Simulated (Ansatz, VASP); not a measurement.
Pt in VASP and in Ansatz

```xyz
4
Lattice="3.9656 0.0000 0.0000 0.0000 3.9656 0.0000 0.0000 0.0000 3.9656" Properties=species:S:1:pos:R:3 pbc="T T T"
Pt    0.0000    0.0000    0.0000
Pt    1.9828    3.9656    1.9828
Pt    1.9828    1.9828    3.9656
Pt    3.9656    1.9828    1.9828
```

Alike in both runs: functional PBE; k mesh 4 × 4 × 4; occupations gaussian, width 0.1 eV; no spin polarisation.

Ansatz relaxed the structure, and its values are those at the end. VASP's run is a single point on that final structure, the one shown.

```csv
,VASP,Ansatz
version,VASP 6.6.1,Ansatz 0.2.0
potentials or method,"VASP PAW PBE potentials, release 64 (Pt)","scalar-relativistic, plane waves, PAW"
plane-wave cutoff (eV),520,420
valence electrons in the cell,40,72
```

```csv
,VASP,Ansatz,Ansatz less VASP
gap on the k mesh at the Fermi level (eV),none,none,-
pressure (GPa),-0.5,0.0,+0.54
```

A gap of «none» marks a metal or a gap that the smearing closes. The two sets of potentials don't hold the same shells in valence.

Caveats: the k mesh is coarse (spacing up to 0.40 Å⁻¹), so the values aren't converged. The runs have no spin-orbit coupling, so splittings on Pt are missing.
